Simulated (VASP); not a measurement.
# Au in VASP: a series of runs

Runs on Au. Level: PBE. Tasks: work function.

Everything below comes from runs of VASP 6.6.1. Logs are shortened: lines on timing, memory, paths and dates and some standing lists are left out, and cuts for length are marked.

## 1. The sheet as given

The cell holds a sheet with vacuum, 1 atom: a = 2.662 Å, b = 2.662 Å, c = 23.800 Å, α = 90.00°, β = 90.00°, γ = 90.00°.

The cell was built by a generator and needn't be a form met in nature.

## 2. Work function, PBE

File INCAR:

```
PREC = Accurate
ENCUT = 520
EDIFF = 1E-7
ISMEAR = -1
SIGMA = 0.05
LREAL = F
LASPH = T
NELM = 60
ALGO = Normal
ISIF = 2
LWAVE = F
LCHARG = F
LDIPOL = T
IDIPOL = 3
DIPOL = 0.5 0.5 0.294
GGA = PE
EFIELD = -0.3
LVHAR = T
LVACPOTAV = T
```

File KPOINTS:

```
Automatic mesh
0
Gamma
  10 10 1
```

File POSCAR:

```
Au
1.0
    2.6622700000      0.0000000000      0.0000000000
    0.0000000000      2.6617000000      0.0000000000
    0.0000000000      0.0000000000     23.8000000000
Au
1
Direct
    0.0000000000      0.5000000000      0.2941200000
```

Potentials or basis: VASP PAW PBE potentials, release 64 (Au).

Run with:

```console
$ cat potpaw_PBE.64/Au/POTCAR > POTCAR
$ mpirun -np 1 vasp_std > vasp.out
```

OUTCAR:

```text
PREC = Accurate
   ENCUT = 520
   EDIFF = 1E-7
   ISMEAR = -1
   LREAL = F
   LASPH = T
   NELM = 60
   ISIF = 2
   GGA = PE

 ion  position               nearest neighbor table
   1  0.000  0.500  0.294-

  LATTYP: Found a simple orthorhombic cell.
 ALAT       =     2.6617000000
 B/A-ratio  =     1.0002141489
 C/A-ratio  =     8.9416538303

  Lattice vectors:

 A1 = (   0.0000000000,  -2.6617000000,   0.0000000000)
 A2 = (   2.6622700000,   0.0000000000,   0.0000000000)
 A3 = (   0.0000000000,   0.0000000000,  23.8000000000)

Analysis of symmetry for initial positions (statically):
=====================================================================
 Subroutine PRICEL returns:
 Original cell was already a primitive cell.

 Routine SETGRP: Setting up the symmetry group for a
 simple orthorhombic supercell.

 Subroutine GETGRP returns: Found  8 space group operations
 (whereof  4 operations were pure point group operations)
 out of a pool of  8 trial point group operations.

The static configuration has the point symmetry C_2v.
 The point group associated with its full space group is D_2h.

Analysis of symmetry for dynamics (positions and initial velocities):
=====================================================================
 An external electric field (EFIELD) may reduce the allowed symmetry operations
 Subroutine PRICEL returns:
 Original cell was already a primitive cell.

 Routine SETGRP: Setting up the symmetry group for a
 simple orthorhombic supercell.

 Subroutine GETGRP returns: Found  4 space group operations
 (whereof  4 operations were pure point group operations)
 out of a pool of  8 trial point group operations.

The dynamic configuration has the point symmetry C_2v.

 Subroutine INISYM returns: Found  4 space group operations
 (whereof  4 operations are pure point group operations),
 and found     1 'primitive' translations

----------------------------------------------------------------------------------------

                                     Primitive cell

  volume of cell :     168.6507

  direct lattice vectors                    reciprocal lattice vectors
     2.662270000  0.000000000  0.000000000     0.375619302  0.000000000  0.000000000
     0.000000000  2.661700000  0.000000000     0.000000000  0.375699741  0.000000000
     0.000000000  0.000000000 23.800000000     0.000000000  0.000000000  0.042016807

  length of vectors
     2.662270000  2.661700000 23.800000000     0.375619302  0.375699741  0.042016807
[... 79 lines left out ...]
   EDIFF  = 0.1E-06   stopping-criterion for ELM
   LREAL  =      F    real-space projection
   EDIFFG = 0.1E-05   stopping-criterion for IOM
   NSW    =      0    number of steps for IOM
   IBRION =     -1    ionic relax: 0-MD 1-quasi-New 2-CG
   NFREE  =      0    steps in history (QN), initial steepest desc. (CG)
   ISIF   =      2    stress and relaxation
   ISYM   =      2    0-nonsym 1-usesym 2-fastsym
   POTIM  = 0.5000    time-step for ionic-motion
   TEBEG  =    0.0;   TEEND  =   0.0 temperature during run
   PSTRESS=    0.0 pullay stress
   NELECT =      11.0000    total number of electrons
   NUPDOWN=      -1.0000    fix difference up-down
   EMIN   =  10.00;   EMAX   =-10.00  energy-range for DOS
   EFERMI =   0.00;   METHOD = LEGACY
   ISMEAR =    -1;   SIGMA  =   0.05  broadening in eV -4-tet -1-fermi 0-gaus
   EFERMI_NEDOS =   21; number of points for ismear=-14 and -15
   IALGO  =     38    algorithm
   IMIX   =      4    mixing-type and parameters
     AMIX     =   0.40;   BMIX     =  1.00
     AMIX_MAG =   1.60;   BMIX_MAG =  1.00
  volume/ion in A,a.u.               =     168.65      1138.11
  Fermi-wavevector in a.u.,A,eV,Ry     =   0.658986  1.245303  5.908505  0.434263
  Thomas-Fermi vector in A             =   1.730980
   LORBIT       =      0    0 simple, 1 ext, 2 COOP (PROOUT), +10 PAW based schemes
   GGA     = PE    functional components
   LHFCALC =     F    Hartree Fock is set to
   AEXX    =    0.0000 exact exchange contribution
   IVDW    =     0    specifies the selected vdW correction
   LEPSILON=     F    determine dielectric tensor
   LRPA    =     F    only Hartree local field effects (RPA)
 non-spin polarized calculation
  energy-cutoff  :      520.00
  volume of cell :      168.65
 maximum number of plane-waves:      4582
 NGX is ok and might be reduce to    20
   NGX =  9   NGY =  9   NGZ = 89

 number of electron      11.0000002 magnetization

 dipolmoment           0.000000      0.000000     -0.033028 electrons x Angstroem

 Free energy of the ion-electron system (eV)
  ---------------------------------------------------
  ext. energy  EPLUGINS =         0.00000000
  ---------------------------------------------------
  free energy    TOTEN  =        -2.64014750 eV

  energy without entropy =       -2.63482783  energy(sigma->0) =       -2.63748767

 E-fermi :  -4.3060     XC(G=0):  -1.9385

 val. band max:       -4.3520449585   @ k =   0.4000   0.5000   0.0000
 cond. band min:      -4.0122560958   @ k =   0.4000   0.1000   0.0000
 fundamental gap:      0.3397888627
 Fermi energy:        -4.3060166754

 k-point     1 :       0.0000    0.0000    0.0000
  band No.  band energies     occupation
      1     -10.7110      2.00000
      2      -9.7251      2.00000
      3      -6.9142      2.00000
      4      -5.5994      2.00000
      5      -5.5979      2.00000
      6      -4.9768      2.00000
      7      -2.4236      0.00000
      8      -0.3616      0.00000
      9       0.6387      0.00000
[... 265 lines left out ...]
 k-point    24 :       0.5000    0.3000    0.0000
  band No.  band energies     occupation
      1      -8.8006      2.00000
      2      -7.7459      2.00000
      3      -6.9022      2.00000
      4      -6.3471      2.00000
      5      -5.5768      2.00000
      6       0.3664      0.00000
      7       0.6673      0.00000
      8       5.2193      0.00000
      9       6.7634      0.00000

 [... further k-points ...]
[... 5 lines left out ...]
  --------------------------------------------------------------------------------------
  -------------------------------------------------------------------------------------
  Total        0.0219952      0.0303564     -0.0229541      0.0000000      0.0000000      0.0000000
  in kB        0.2089537      0.2883853     -0.2180635      0.0000000      0.0000000      0.0000000
  external PRESSURE =       0.0930919 kB  Pullay stress =       0.0000000 kB

 VOLUME and BASIS-vectors are now :
 -----------------------------------------------------------------------------
  energy-cutoff  :      520.00
  volume of cell :      168.65
      direct lattice vectors                 reciprocal lattice vectors
     2.662270000  0.000000000  0.000000000     0.375619302  0.000000000  0.000000000
     0.000000000  2.661700000  0.000000000     0.000000000  0.375699741  0.000000000
     0.000000000  0.000000000 23.800000000     0.000000000  0.000000000  0.042016807

 POSITION                                       TOTAL-FORCE (eV/Angst)
 -----------------------------------------------------------------------------------
      0.00000      1.33085      7.00006         0.000000      0.000000     -0.000127
 -----------------------------------------------------------------------------------
    total drift:                               -0.000000      0.000000     -0.000127

  FREE ENERGIE OF THE ION-ELECTRON SYSTEM (eV)
  ---------------------------------------------------
  free  energy   TOTEN  =        -2.6401475006 eV

  energy  without entropy=       -2.6348278349  energy(sigma->0) =       -2.63748767
```

OSZICAR:

```text
N       E                     dE             d eps       ncg     rms          rms(c)
DAV:   1     0.703233373906E+02    0.70323E+02   -0.34269E+03   648   0.810E+02
DAV:   2    -0.196369558389E+00   -0.70520E+02   -0.66873E+02  1149   0.132E+02
DAV:   3    -0.286111815126E+01   -0.26647E+01   -0.26188E+01   747   0.385E+01
DAV:   4    -0.288428791862E+01   -0.23170E-01   -0.23163E-01   897   0.389E+00
[... 10 lines left out ...]
DAV:  15    -0.264013883679E+01   -0.44746E-05   -0.71622E-08   823   0.148E-03    0.622E-04
DAV:  16    -0.264014572845E+01   -0.68917E-05   -0.43660E-07   707   0.251E-03    0.196E-04
DAV:  17    -0.264014692075E+01   -0.11923E-05   -0.26774E-08   742   0.720E-04    0.127E-04
DAV:  18    -0.264014740070E+01   -0.47995E-06   -0.18045E-08   722   0.490E-04    0.395E-05
DAV:  19    -0.264014750061E+01   -0.99915E-07   -0.18787E-09   735   0.185E-04
   1 F= -.26401475E+01 E0= -.26374877E+01  d E =-.531967E-02
```

It took 84 s on 1 thread of AMD EPYC 7R43 (Zen 3), shared host; peak memory 0.23 GiB.

Results:

```
Free energy            : -2.6401 eV
Band gap on the k mesh : none (metal or under the smearing width)
```

## 3. Work function, PBE

INCAR: that of step 2 with these lines changed.

```diff
@@ -16,3 +16,3 @@
 GGA = PE
-EFIELD = -0.3
+EFIELD = -0.1
 LVHAR = T
```

KPOINTS is that of step 2.

POSCAR is that of step 2.

Potentials or basis: VASP PAW PBE potentials, release 64 (Au).

Run with:

```console
$ cat potpaw_PBE.64/Au/POTCAR > POTCAR
$ mpirun -np 1 vasp_std > vasp.out
```

OUTCAR:

```text
PREC = Accurate
   ENCUT = 520
   EDIFF = 1E-7
   ISMEAR = -1
   LREAL = F
   LASPH = T
   NELM = 60
   ISIF = 2
   GGA = PE

 ion  position               nearest neighbor table
   1  0.000  0.500  0.294-

  LATTYP: Found a simple orthorhombic cell.
 ALAT       =     2.6617000000
 B/A-ratio  =     1.0002141489
 C/A-ratio  =     8.9416538303

  Lattice vectors:

 A1 = (   0.0000000000,  -2.6617000000,   0.0000000000)
 A2 = (   2.6622700000,   0.0000000000,   0.0000000000)
 A3 = (   0.0000000000,   0.0000000000,  23.8000000000)

Analysis of symmetry for initial positions (statically):
=====================================================================
 Subroutine PRICEL returns:
 Original cell was already a primitive cell.

 Routine SETGRP: Setting up the symmetry group for a
 simple orthorhombic supercell.

 Subroutine GETGRP returns: Found  8 space group operations
 (whereof  4 operations were pure point group operations)
 out of a pool of  8 trial point group operations.

The static configuration has the point symmetry C_2v.
 The point group associated with its full space group is D_2h.

Analysis of symmetry for dynamics (positions and initial velocities):
=====================================================================
 An external electric field (EFIELD) may reduce the allowed symmetry operations
 Subroutine PRICEL returns:
 Original cell was already a primitive cell.

 Routine SETGRP: Setting up the symmetry group for a
 simple orthorhombic supercell.

 Subroutine GETGRP returns: Found  4 space group operations
 (whereof  4 operations were pure point group operations)
 out of a pool of  8 trial point group operations.

The dynamic configuration has the point symmetry C_2v.

 Subroutine INISYM returns: Found  4 space group operations
 (whereof  4 operations are pure point group operations),
 and found     1 'primitive' translations

----------------------------------------------------------------------------------------
[... 118 lines left out ...]
   AEXX    =    0.0000 exact exchange contribution
   IVDW    =     0    specifies the selected vdW correction
   LEPSILON=     F    determine dielectric tensor
   LRPA    =     F    only Hartree local field effects (RPA)
 non-spin polarized calculation
  energy-cutoff  :      520.00
  volume of cell :      168.65
 maximum number of plane-waves:      4582
 NGX is ok and might be reduce to    20
   NGX =  9   NGY =  9   NGZ = 89

 number of electron      11.0000002 magnetization

 dipolmoment           0.000000      0.000000     -0.010999 electrons x Angstroem

 Free energy of the ion-electron system (eV)
  ---------------------------------------------------
  ext. energy  EPLUGINS =         0.00000000
  ---------------------------------------------------
  free energy    TOTEN  =        -2.63574169 eV

  energy without entropy =       -2.63042241  energy(sigma->0) =       -2.63308205

 E-fermi :  -4.3128     XC(G=0):  -1.9349

 val. band max:       -4.3588529409   @ k =   0.4000   0.5000   0.0000
 cond. band min:      -4.0190526373   @ k =   0.4000   0.1000   0.0000
 fundamental gap:      0.3398003036
 Fermi energy:        -4.3128401493

 k-point     1 :       0.0000    0.0000    0.0000
  band No.  band energies     occupation
      1     -10.7180      2.00000
      2      -9.7319      2.00000
      3      -6.9204      2.00000
      4      -5.6062      2.00000
      5      -5.6048      2.00000
      6      -4.9836      2.00000
      7      -2.4226      0.00000
      8       0.9095      0.00000
      9       1.3602      0.00000
[... 265 lines left out ...]
 k-point    24 :       0.5000    0.3000    0.0000
  band No.  band energies     occupation
      1      -8.8074      2.00000
      2      -7.7528      2.00000
      3      -6.9091      2.00000
      4      -6.3539      2.00000
      5      -5.5837      2.00000
      6       0.3599      0.00000
      7       0.6606      0.00000
      8       5.2271      0.00000
      9       6.9243      0.00000

 [... further k-points ...]

------------------------ aborting loop because EDIFF is reached ----------------------------------------

  FORCE on cell =-STRESS in cart. coord.  units (eV):
  Direction    XX          YY          ZZ          XY          YZ          ZX
  --------------------------------------------------------------------------------------
  -------------------------------------------------------------------------------------
  Total        0.0184739      0.0268350     -0.0146186      0.0000000      0.0000000      0.0000000
  in kB        0.1755016      0.2549314     -0.1388768      0.0000000      0.0000000      0.0000000
  external PRESSURE =       0.0971854 kB  Pullay stress =       0.0000000 kB

 VOLUME and BASIS-vectors are now :
 -----------------------------------------------------------------------------
  energy-cutoff  :      520.00
  volume of cell :      168.65
      direct lattice vectors                 reciprocal lattice vectors
     2.662270000  0.000000000  0.000000000     0.375619302  0.000000000  0.000000000
     0.000000000  2.661700000  0.000000000     0.000000000  0.375699741  0.000000000
     0.000000000  0.000000000 23.800000000     0.000000000  0.000000000  0.042016807

 POSITION                                       TOTAL-FORCE (eV/Angst)
 -----------------------------------------------------------------------------------
      0.00000      1.33085      7.00006         0.000000      0.000000     -0.000122
 -----------------------------------------------------------------------------------
    total drift:                               -0.000000     -0.000000     -0.000122

  FREE ENERGIE OF THE ION-ELECTRON SYSTEM (eV)
  ---------------------------------------------------
  free  energy   TOTEN  =        -2.6357416865 eV

  energy  without entropy=       -2.6304224056  energy(sigma->0) =       -2.63308205

 vacuum level on the upper side and lower side of the slab         2.079         0.793
```

stdout:

```text
POSCAR found type information on POSCAR Au
 POSCAR found :  1 types and       1 ions
 scaLAPACK will be used
 LDA part: xc-table for (Slater+PW92), standard interpolation
 POSCAR, INCAR and KPOINTS ok, starting setup
 FFT: planning ... GRIDC
 FFT: planning ... GRID_SOFT
 FFT: planning ... GRID
 WAVECAR not read
 entering main loop
 -----------------------------------------------------------------------------
|                                                                             |
|           W    W    AA    RRRRR   N    N  II  N    N   GGGG   !!!           |
|           W    W   A  A   R    R  NN   N  II  NN   N  G    G  !!!           |
|           W    W  A    A  R    R  N N  N  II  N N  N  G       !!!           |
|           W WW W  AAAAAA  RRRRR   N  N N  II  N  N N  G  GGG   !            |
|           WW  WW  A    A  R   R   N   NN  II  N   NN  G    G                |
|           W    W  A    A  R    R  N    N  II  N    N   GGGG   !!!           |
|                                                                             |
|     Did not find any points to average over, which means that no vacuum     |
|     field-free region was found. Please increase the size of  your cell     |
|     in the dimension of the dipole correction to obtain accurate            |
|     workfunction values.                                                    |
|                                                                             |
 -----------------------------------------------------------------------------
```

Run time: 76 s. Hardware: 1 thread of AMD EPYC 7R43 (Zen 3), shared host; peak memory 0.23 GiB.

Results:

| Item | Value |
| --- | --- |
| Free energy | -2.6357 eV |
| Band gap on the k mesh | none (metal or under the smearing width) |
| Work function of the upper face | 6.39 eV |
| Work function of the lower face | 5.11 eV |

The run has no spin-orbit coupling, so splittings on Au are missing.
